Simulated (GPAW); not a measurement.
Runs of GPAW 26.7.0 on CaF2 (Fluorite). The structure is cubic, space group Fm-3m (No. 225). Conventional cell: a = 5.462 Å, b = 5.462 Å, c = 5.462 Å, α = 90.00°, β = 90.00°, γ = 90.00°. Ca (site symmetry m-3m) has 8 F at 2.37 Å as nearest neighbours. F (site symmetry -43m) has 4 Ca at 2.37 Å as nearest neighbours. 

```csv
task,level,potentials or basis,band path,band points,data set,gap on the mesh (eV),pressure (GPa),V0 of scaled cells (Å³/atom),B0 (GPa)
band structure,PW91,"PAW data sets generated in the run's folder for this functional, pw","GXWKGLUWLK,UX",80,-,(d),0.4,-,-
equation of state,PBE+D3,"GPAW PAW data sets (gpaw-data 1.2.1), pw",-,-,-,-,-,13.80,78
equation of state,SOGGA,"PAW data sets generated in the run's folder for this functional, pw",-,-,-,-,-,13.30,(b)
equation of state,PBE+D3(BJ),"GPAW PAW data sets (gpaw-data 1.2.1), pw",-,-,-,-,-,(a),81
equation of state,PBE,"JTH PAW 2.0, PBE, pw",-,-,"Ca jth, F jth",-,-,13.94,77
band structure,PBE,"GPAW PAW data sets (gpaw-data 1.2.1), pw","GXWKGLUWLK,UX",60,-,(c),1.1,-,-
```

Alike in all rows: no spin polarisation; cell as given; k mesh 7 × 7 × 7; cutoff (eV) 800; smearing fermi-dirac 0.05 eV.

Task: Fill in the values left out.

Result: (a) 13.70; (b) 86; (c) 7.31; (d) 7.36.

Caveats: the program truncates these outside data sets (some runs).

